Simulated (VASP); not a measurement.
# TiO2 (Rutile) (P4_2/mnm) in VASP: notebook

One crystal, TiO2 (Rutile), is run at these levels: PBE; tasks: relaxation of cell and atoms.

Program: VASP 6.6.1. These are calculated values, not measurements. Logs are shortened: lines on timing, memory, paths and dates and some standing lists are left out, and cuts for length are marked.

### 1 Starting point

The structure is tetragonal, space group P4_2/mnm (No. 136). Conventional cell: a = 4.592 Å, b = 4.592 Å, c = 2.957 Å, α = 90.00°, β = 90.00°, γ = 90.00°. Around Ti (site symmetry mmm) lie 6 O at 1.95 to 1.98 Å. Around O (site symmetry m2m) lie 3 Ti at 1.95 to 1.98 Å.

### 2 Relaxation of cell and atoms, PBE

The input, INCAR:

```
SYSTEM = TiO2
PREC     = Accurate       ! precision mode
ENCUT    = 300            ! plane-wave cutoff, eV
EDIFF    = 1E-6           ! SCF threshold, eV
ISMEAR   = 0              ! smearing method
SIGMA    = 0.03           ! smearing width, eV
LREAL    = .FALSE.        ! projectors in reciprocal space
LASPH    = .TRUE.         ! aspherical terms in the spheres
NELM     = 80             ! most SCF steps
ALGO     = Normal         ! electronic algorithm
ISIF     = 3              ! what is computed and relaxed
LWAVE    = .FALSE.        ! write WAVECAR
LCHARG   = .FALSE.        ! write CHGCAR
GGA      = PE             ! functional
IBRION   = 2              ! ionic algorithm
NSW      = 90             ! ionic steps
EDIFFG   = -0.01          ! ionic threshold
KPAR     = 2
```

The input, KPOINTS:

```
Automatic mesh
0
G
  3 3 5
  0 0 0
```

The input, POSCAR:

```
TiO2
1.0
    4.5922000000      0.0000000000      0.0000000000
    0.0000000000      4.5922000000      0.0000000000
    0.0000000000      0.0000000000      2.9574000000
Ti O
2 4
Direct
    0.0000000000      0.0000000000      0.0000000000
    0.5000000000      0.5000000000      0.5000000000
    0.3049600000      0.3049600000      0.0000000000
    0.1950400000      0.8049600000      0.5000000000
    0.6950400000      0.6950400000      0.0000000000
    0.8049600000      0.1950400000      0.5000000000
```

Potentials or basis: VASP PAW PBE potentials, release 64 (Ti_sv, O_s).

Run with:

```bash
> cat potpaw_PBE.64/Ti_sv/POTCAR potpaw_PBE.64/O_s/POTCAR > POTCAR
> mpirun -np 2 vasp_std > vasp.out
```

OUTCAR:

```text
SYSTEM = TiO2
   PREC = Accurate
   ENCUT = 300
   EDIFF = 1E-6
   ISMEAR = 0
   LREAL = .FALSE.
   LASPH = .TRUE.
   NELM = 80
   ISIF = 3
   GGA = PE
   IBRION = 2
   NSW = 90
   EDIFFG = -0.01

 ion  position               nearest neighbor table
   1  0.000  0.000  0.000-   4 1.95   6 1.95   4 1.95   6 1.95   5 1.98   3 1.98
   2  0.500  0.500  0.500-   3 1.95   5 1.95   3 1.95   5 1.95   4 1.98   6 1.98
   3  0.305  0.305  0.000-   2 1.95   2 1.95   1 1.98
   4  0.195  0.805  0.500-   1 1.95   1 1.95   2 1.98
   5  0.695  0.695  0.000-   2 1.95   2 1.95   1 1.98
   6  0.805  0.195  0.500-   1 1.95   1 1.95   2 1.98

  LATTYP: Found a simple tetragonal cell.
 ALAT       =     4.5922000000
 C/A-ratio  =     0.6440050520

  Lattice vectors:

 A1 = (   4.5922000000,   0.0000000000,   0.0000000000)
 A2 = (   0.0000000000,   4.5922000000,   0.0000000000)
 A3 = (   0.0000000000,   0.0000000000,   2.9574000000)

Analysis of symmetry for initial positions (statically):
=====================================================================
 Subroutine PRICEL returns:
 Original cell was already a primitive cell.

 Routine SETGRP: Setting up the symmetry group for a
 simple tetragonal supercell.

 Subroutine GETGRP returns: Found 16 space group operations
 (whereof  8 operations were pure point group operations)
 out of a pool of 16 trial point group operations.

The static configuration has the point symmetry D_2h.
 The point group associated with its full space group is D_4h.

Analysis of symmetry for dynamics (positions and initial velocities):
=====================================================================
 Subroutine PRICEL returns:
 Original cell was already a primitive cell.

 Routine SETGRP: Setting up the symmetry group for a
 simple tetragonal supercell.

 Subroutine GETGRP returns: Found 16 space group operations
 (whereof  8 operations were pure point group operations)
 out of a pool of 16 trial point group operations.

The dynamic configuration has the point symmetry D_2h.
 The point group associated with its full space group is D_4h.

 Subroutine INISYM returns: Found 16 space group operations
 (whereof  8 operations are pure point group operations),
 and found     1 'primitive' translations

----------------------------------------------------------------------------------------

                                     Primitive cell

  volume of cell :      62.3665

  direct lattice vectors                    reciprocal lattice vectors
     4.592200000  0.000000000  0.000000000     0.217760550  0.000000000  0.000000000
     0.000000000  4.592200000  0.000000000     0.000000000  0.217760550  0.000000000
     0.000000000  0.000000000  2.957400000     0.000000000  0.000000000  0.338134848

  length of vectors
     4.592200000  4.592200000  2.957400000     0.217760550  0.217760550  0.338134848

  position of ions in fractional coordinates (direct lattice)
     0.000000000  0.000000000  0.000000000
     0.500000000  0.500000000  0.500000000
     0.304960000  0.304960000  0.000000000
     0.195040000  0.804960000  0.500000000
     0.695040000  0.695040000  0.000000000
     0.804960000  0.195040000  0.500000000

  ion indices of the primitive-cell ions
   primitive index   ion index
                 1           1
                 2           2
                 3           3
                 4           4
                 5           5
                 6           6

----------------------------------------------------------------------------------------

 KPOINTS: Automatic mesh

Automatic generation of k-mesh.
 Grid dimensions read from file:
 generate k-points for:    3    3    5

 Generating k-lattice:

  Cartesian coordinates                     Fractional coordinates (reciprocal lattice)
     0.072586850  0.000000000  0.000000000     0.333333333  0.000000000  0.000000000
     0.000000000  0.072586850  0.000000000     0.000000000  0.333333333  0.000000000
     0.000000000  0.000000000  0.067626970     0.000000000  0.000000000  0.200000000

  Length of vectors
     0.072586850  0.072586850  0.067626970

  Shift w.r.t. Gamma in fractional coordinates (k-lattice)
     0.000000000  0.000000000  0.000000000

 Subroutine IBZKPT returns following result:
 ===========================================

 Found      9 irreducible k-points:

 Following reciprocal coordinates:
            Coordinates               Weight
  0.000000  0.000000  0.000000      1.000000
  0.333333  0.000000  0.000000      4.000000
  0.333333  0.333333  0.000000      4.000000
  0.000000  0.000000  0.200000      2.000000
  0.333333  0.000000  0.200000      8.000000
  0.333333  0.333333  0.200000      8.000000
  0.000000  0.000000  0.400000      2.000000
  0.333333  0.000000  0.400000      8.000000
  0.333333  0.333333  0.400000      8.000000
   k-points           NKPTS =      9   k-points in BZ     NKDIM =      9   number of bands    NBANDS=     28
   number of dos      NEDOS =    301   number of ions     NIONS =      6
   total plane-waves  NPLWV =  14112
   dimension x,y,z NGX =    28 NGY =   28 NGZ =   18
   dimension x,y,z NGXF=    56 NGYF=   56 NGZF=   36
   ions per type =               2   4
   NGX,Y,Z   is equivalent  to a cutoff of  10.14, 10.14, 10.12 a.u.
   NGXF,Y,Z  is equivalent  to a cutoff of  20.27, 20.27, 20.24 a.u.
 SYSTEM =  TiO2
   PREC   = accura    normal or accurate (medium, high low for compatibility)
   ISTART =      0    job   : 0-new  1-cont  2-samecut
   ICHARG =      2    charge: 1-file 2-atom 10-const
   ISPIN  =      1    spin polarized calculation?
   LNONCOLLINEAR =      F non collinear calculations
   LSORBIT =      F    spin-orbit coupling
   LASPH  =      T    aspherical Exc in radial PAW
   ENCUT  =  300.0 eV  22.05 Ry    4.70 a.u.   6.49  6.49  4.18*2*pi/ulx,y,z
   NELM   =     80;   NELMIN=  2; NELMDL= -5     # of ELM steps
   EDIFF  = 0.1E-05   stopping-criterion for ELM
   LREAL  =      F    real-space projection
   EDIFFG = -.1E-01   stopping-criterion for IOM
   NSW    =     90    number of steps for IOM
   IBRION =      2    ionic relax: 0-MD 1-quasi-New 2-CG
   NFREE  =      1    steps in history (QN), initial steepest desc. (CG)
   ISIF   =      3    stress and relaxation
   ISYM   =      2    0-nonsym 1-usesym 2-fastsym
   POTIM  = 0.5000    time-step for ionic-motion
   TEBEG  =    0.0;   TEEND  =   0.0 temperature during run
   PSTRESS=    0.0 pullay stress
   NELECT =      48.0000    total number of electrons
   NUPDOWN=      -1.0000    fix difference up-down
   EMIN   =  10.00;   EMAX   =-10.00  energy-range for DOS
   EFERMI =   0.00;   METHOD = LEGACY
   ISMEAR =     0;   SIGMA  =   0.03  broadening in eV -4-tet -1-fermi 0-gaus
   EFERMI_NEDOS =   21; number of points for ismear=-14 and -15
   IALGO  =     38    algorithm
   IMIX   =      4    mixing-type and parameters
     AMIX     =   0.40;   BMIX     =  1.00
     AMIX_MAG =   1.60;   BMIX_MAG =  1.00
  volume/ion in A,a.u.               =      10.39        70.15
  Fermi-wavevector in a.u.,A,eV,Ry     =   1.500277  2.835112 30.624403  2.250830
  Thomas-Fermi vector in A             =   2.611798
   LORBIT       =      0    0 simple, 1 ext, 2 COOP (PROOUT), +10 PAW based schemes
   GGA     = PE    functional components
   LHFCALC =     F    Hartree Fock is set to
   AEXX    =    0.0000 exact exchange contribution
   IVDW    =     0    specifies the selected vdW correction
   LEPSILON=     F    determine dielectric tensor
   LRPA    =     F    only Hartree local field effects (RPA)
 conjugate gradient relaxation of ions
 non-spin polarized calculation
 Gauss-broadening in eV      SIGMA  =   0.03
  energy-cutoff  :      300.00
  volume of cell :       62.37
 maximum number of plane-waves:       756
 NGX is ok and might be reduce to    28
   NGX = 13   NGY = 13   NGZ =  9

--------------------------------------- Ionic step        1  -------------------------------------------

 number of electron      47.9999897 magnetization

 Free energy of the ion-electron system (eV)
  ---------------------------------------------------
  ext. energy  EPLUGINS =         0.00000000
  ---------------------------------------------------
  free energy    TOTEN  =       -53.59157551 eV

  energy without entropy =      -53.59157551  energy(sigma->0) =      -53.59157551

------------------------ aborting loop because EDIFF is reached ----------------------------------------

  FORCE on cell =-STRESS in cart. coord.  units (eV):
  Direction    XX          YY          ZZ          XY          YZ          ZX
  --------------------------------------------------------------------------------------
  -------------------------------------------------------------------------------------
  Total        1.8792788      1.8792788      1.9844954      0.0000000      0.0000000      0.0000000
  in kB       48.2780979     48.2780979     50.9810800      0.0000000      0.0000000      0.0000000
  external PRESSURE =      49.1790919 kB  Pullay stress =       0.0000000 kB
[... 185 lines left out ...]
  energy  without entropy=      -53.6099536708  energy(sigma->0) =      -53.60995367

--------------------------------------- Ionic step        6  -------------------------------------------

 number of electron      47.9999899 magnetization

 Free energy of the ion-electron system (eV)
  ---------------------------------------------------
  ext. energy  EPLUGINS =         0.00000000
  ---------------------------------------------------
  free energy    TOTEN  =       -53.60997833 eV

  energy without entropy =      -53.60997833  energy(sigma->0) =      -53.60997833

 E-fermi :   5.2672     XC(G=0): -11.3278

 val. band max:        5.0457288472   @ k =   0.0000   0.0000   0.0000
 cond. band min:       6.8502108523   @ k =   0.0000   0.0000   0.0000
 fundamental gap:      1.8044820051
 Fermi energy:         5.2671942913

 k-point     1 :       0.0000    0.0000    0.0000
  band No.  band energies     occupation
      1     -51.9128      2.00000
      2     -51.8973      2.00000
      3     -28.2356      2.00000
      4     -28.2356      2.00000
      5     -28.0805      2.00000
      6     -28.0805      2.00000
[... 301 lines left out ...]
  FREE ENERGIE OF THE ION-ELECTRON SYSTEM (eV)
  ---------------------------------------------------
  free  energy   TOTEN  =       -53.6099783254 eV

  energy  without entropy=      -53.6099783254  energy(sigma->0) =      -53.60997833

 reached required accuracy - stopping structural energy minimisation
```

Run time: 19 s. Hardware: 2 MPI ranks of Intel Xeon Platinum 8488C (Sapphire Rapids), shared host; peak memory 0.13 GiB.

These settings aren't checked as converged: the numbers below hold their error.

What came out:

| Item | Value |
| --- | --- |
| Free energy | -53.6100 eV |
| Relaxed volume | 10.58 Å³/atom |
| Relaxed cell | a = 4.625 Å, b = 4.625 Å, c = 2.969 Å, α = 90.00°, β = 90.00°, γ = 90.00° |
| Space group after relaxing (to 0.05 Å) | P4_2/mnm (No. 136) |
| Energy gained by relaxing | 3.1 meV/atom |
| Ionic steps | 6 |
| Band gap on the k mesh | 1.80 eV, direct |

Caveat: the k mesh is coarse (spacing up to 0.46 Å⁻¹), so the values aren't converged; the cutoff is under 1.25 times the usual one of these potentials, so pressure, stress and relaxed cells hold a basis-set (Pulay) error; an odd mesh through Γ misses points on the zone boundary, where band edges often lie.

[end of part 1 of 2]
